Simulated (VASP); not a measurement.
# Al (Im-3m) in VASP: further runs, part 2 of 2

VASP 6.6.1.

## Step 4: Single point, PBEsol (Al replaced by Sc, lengths x 1.243, strained and moved within the space group)

INCAR

```
PREC = Accurate
ENCUT = 520
EDIFF = 1E-7
ISMEAR = 0
SIGMA = 0.1
LREAL = F
LASPH = T
NELM = 80
ALGO = Normal
ISIF = 2
LWAVE = F
LCHARG = F
GGA = PS
NBANDS = 12
```

KPOINTS

```
regular mesh
0
Gamma
  16 16 16
```

POSCAR

```
Sc
1.0
   -1.9171848622      1.9171848622      1.9171848622
    1.9171848622     -1.9171848622      1.9171848622
    1.9171848622      1.9171848622     -1.9171848622
Sc
1
Direct
    0.0000000000      0.0000000000      0.0000000000
```

Potentials or basis: VASP PAW PBE potentials, release 64 (Sc_sv).

Command:

```bash
$ cat potpaw_PBE.64/Sc_sv/POTCAR > POTCAR
$ mpirun -np 1 vasp_std > vasp.out
```

OUTCAR:

```text
PREC = Accurate
   ENCUT = 520
   EDIFF = 1E-7
   ISMEAR = 0
   LREAL = F
   LASPH = T
   NELM = 80
   ISIF = 2
   GGA = PS

 ion  position               nearest neighbor table
   1  0.000  0.000  0.000-

  LATTYP: Found a body centered cubic cell.
 ALAT       =     3.8343697244

  Lattice vectors:

 A1 = (  -1.9171848622,   1.9171848622,   1.9171848622)
 A2 = (   1.9171848622,  -1.9171848622,   1.9171848622)
[... 539 lines left out ...]
     10       6.2632      0.00000
     11      10.6490      0.00000
     12      11.6392      0.00000

 [... further k-points ...]

------------------------ aborting loop because EDIFF is reached ----------------------------------------

  FORCE on cell =-STRESS in cart. coord.  units (eV):
  Direction    XX          YY          ZZ          XY          YZ          ZX
  --------------------------------------------------------------------------------------
  -------------------------------------------------------------------------------------
  Total       -1.2431404     -1.2431404     -1.2431404      0.0000000      0.0000000      0.0000000
  in kB      -70.6608378    -70.6608378    -70.6608378      0.0000000      0.0000000      0.0000000
  external PRESSURE =     -70.6608378 kB  Pullay stress =       0.0000000 kB

 VOLUME and BASIS-vectors are now :
 -----------------------------------------------------------------------------
  energy-cutoff  :      520.00
  volume of cell :       28.19
      direct lattice vectors                 reciprocal lattice vectors
    -1.917184862  1.917184862  1.917184862     0.000000000  0.260799055  0.260799055
     1.917184862 -1.917184862  1.917184862     0.260799055  0.000000000  0.260799055
     1.917184862  1.917184862 -1.917184862     0.260799055  0.260799055  0.000000000

 POSITION                                       TOTAL-FORCE (eV/Angst)
 -----------------------------------------------------------------------------------
      0.00000      0.00000      0.00000        -0.000000     -0.000000     -0.000000
 -----------------------------------------------------------------------------------
    total drift:                               -0.000000     -0.000000      0.000000

  FREE ENERGIE OF THE ION-ELECTRON SYSTEM (eV)
  ---------------------------------------------------
  free  energy   TOTEN  =        -6.3945441489 eV

  energy  without entropy=       -6.3796039504  energy(sigma->0) =       -6.38707405
```

OSZICAR:

```text
N       E                     dE             d eps       ncg     rms          rms(c)
DAV:   1     0.734576657346E+02    0.73458E+02   -0.50338E+03  3488   0.864E+02
DAV:   2    -0.588958090478E+01   -0.79347E+02   -0.77974E+02  3480   0.284E+02
DAV:   3    -0.736904200445E+01   -0.14795E+01   -0.14502E+01  4680   0.490E+01
DAV:   4    -0.739713577759E+01   -0.28094E-01   -0.28050E-01  4336   0.558E+00
DAV:   5    -0.739759105008E+01   -0.45527E-03   -0.45521E-03  4624   0.664E-01    0.516E+00
DAV:   6    -0.650363854486E+01    0.89395E+00   -0.12368E+00  5284   0.157E+01    0.152E+00
DAV:   7    -0.640307218288E+01    0.10057E+00   -0.23323E-01  5448   0.636E+00    0.750E-01
DAV:   8    -0.639931423444E+01    0.37579E-02   -0.51433E-02  4828   0.336E+00    0.371E-01
DAV:   9    -0.639459353141E+01    0.47207E-02   -0.13786E-02  5188   0.159E+00    0.472E-02
DAV:  10    -0.639454791181E+01    0.45620E-04   -0.29808E-04  5312   0.221E-01    0.138E-02
DAV:  11    -0.639454392590E+01    0.39859E-05   -0.11513E-05  5336   0.499E-02    0.121E-03
DAV:  12    -0.639454411740E+01   -0.19151E-06   -0.10161E-07  3164   0.322E-03    0.713E-04
DAV:  13    -0.639454414895E+01   -0.31545E-07   -0.27241E-08  1956   0.237E-03
   1 F= -.63945441E+01 E0= -.63870740E+01  d E =-.149402E-01
```

stdout:

```text
POSCAR found type information on POSCAR Sc
 POSCAR found :  1 types and       1 ions
 scaLAPACK will be used
 -----------------------------------------------------------------------------
|                                                                             |
|                                                                             |
|     You enforced a specific xc type in the INCAR file but a different       |
|     I HOPE YOU KNOW WHAT YOU ARE DOING!                                     |
|                                                                             |
 -----------------------------------------------------------------------------

 LDA part: xc-table for (Slater+PW92), standard interpolation
 POSCAR, INCAR and KPOINTS ok, starting setup
 FFT: planning ... GRIDC
 FFT: planning ... GRID_SOFT
 FFT: planning ... GRID
 WAVECAR not read
 entering main loop
```

Wall time 34 s (1 thread of AMD EPYC 9R45 (Zen 5), shared host); peak memory 0.16 GiB.

Results:

```yaml
Free_energy: -6.3945 eV
Pressure: -7.1 GPa
Band_gap_on_the_k_mesh: none (metal or under the smearing width)
```

Caveat: the PAW data sets were made with another functional, which shifts forces and pressure a little.

## Step 5: Single point, PBEsol (all atoms moved at random, cell strained at random)

INCAR

```
PREC = Accurate
ENCUT = 520
EDIFF = 1E-6
ISMEAR = 0
SIGMA = 0.1
LREAL = False
LASPH = True
NELM = 80
ALGO = Fast
ISIF = 2
LWAVE = False
LCHARG = False
GGA = PS
NBANDS = 8
```

KPOINTS

```
Automatic mesh
0
Gamma
  16 16 16
```

POSCAR

```
Al
1.0
   -1.5977585988      1.5813849585      1.5848219909
    1.5837876987     -1.5492105166      1.5386766489
    1.6606753858      1.6121273036     -1.5526475490
Al
1
Direct
    0.0000000000      0.0000000000      0.0000000000
```

Potentials or basis: VASP PAW PBE potentials, release 64 (Al).

Command:

```bash
$ cat potpaw_PBE.64/Al/POTCAR > POTCAR
$ mpirun -np 1 vasp_std > vasp.out
```

Run time: 1.8 min. Hardware: 1 thread of AMD EPYC 9R45 (Zen 5), shared host; peak memory 0.29 GiB.

The run converged. Its results:

* Free energy: -3.9873 eV
* Pressure: 2.1 GPa
* Band gap on the k mesh: none (metal or under the smearing width)

Stress tensor (GPa, compression positive):
```
 2.72 -1.53  0.34
-1.53  1.81 -0.67
 0.34 -0.67  1.68
```

Levels at points of the mesh, in eV from the Fermi level:
| k point | band 1 | band 2 | band 3 | band 4 | band 5 | band 6 |
| --- | --- | --- | --- | --- | --- | --- |
| (0.00, 0.00, 0.00) | -11.26 | 12.69 | 13.30 | 13.90 | 14.07 | 14.97 |
| (0.50, 0.00, 0.00) | -4.40 | -3.90 | 7.91 | 7.94 | 10.07 | 11.70 |
| (0.00, 0.50, 0.00) | -4.33 | -3.76 | 8.18 | 8.24 | 10.06 | 11.50 |
| (0.50, 0.50, 0.00) | -4.31 | -3.69 | 8.33 | 8.65 | 10.44 | 11.42 |
| (0.00, 0.00, 0.50) | -4.65 | -4.43 | 8.80 | 8.99 | 10.93 | 12.23 |
| (0.50, 0.00, 0.50) | -4.42 | -3.94 | 8.03 | 8.15 | 10.48 | 11.82 |
| (0.00, 0.50, 0.50) | -4.20 | -3.50 | 7.70 | 7.85 | 9.68 | 11.24 |
| (0.50, 0.50, 0.50) | 1.35 | 1.92 | 2.50 | 2.75 | 3.08 | 5.93 |

Caveat: the PAW data sets were made with another functional, which shifts forces and pressure a little.

## Step 6: Overview

| potentials or basis | cell | k mesh | gap on the mesh (eV) | pressure (GPa) |
| --- | --- | --- | --- | --- |
| VASP PAW PBE potentials, release 64 (Al) | as given | 8 × 8 × 8 | none | 2.7 |
| VASP PAW PBE potentials, release 64 (Tl_d) | Al replaced by Tl, lengths x 1.119, strained and moved within the space group | 16 × 16 × 16 | none | 15.4 |
| VASP PAW PBE potentials, release 64 (Sc_sv) | Al replaced by Sc, lengths x 1.243, strained and moved within the space group | 16 × 16 × 16 | none | -7.1 |
| VASP PAW PBE potentials, release 64 (Al) | all atoms moved at random, cell strained at random | 16 × 16 × 16 | none | 2.1 |

Alike in all rows: task single point; level PBEsol; no spin polarisation; cutoff (eV) 520; smearing gaussian 0.1 eV.

Caveats: the PAW data sets were made with another functional, which shifts forces and pressure a little (some runs); so large a pressure means that the cell lies far from this level's equilibrium, or that cutoff or potentials fall short (some runs); the potentials were made for another functional, which shifts forces and pressure (some runs).

Absolute energies hang on the potentials; compare differences alone.
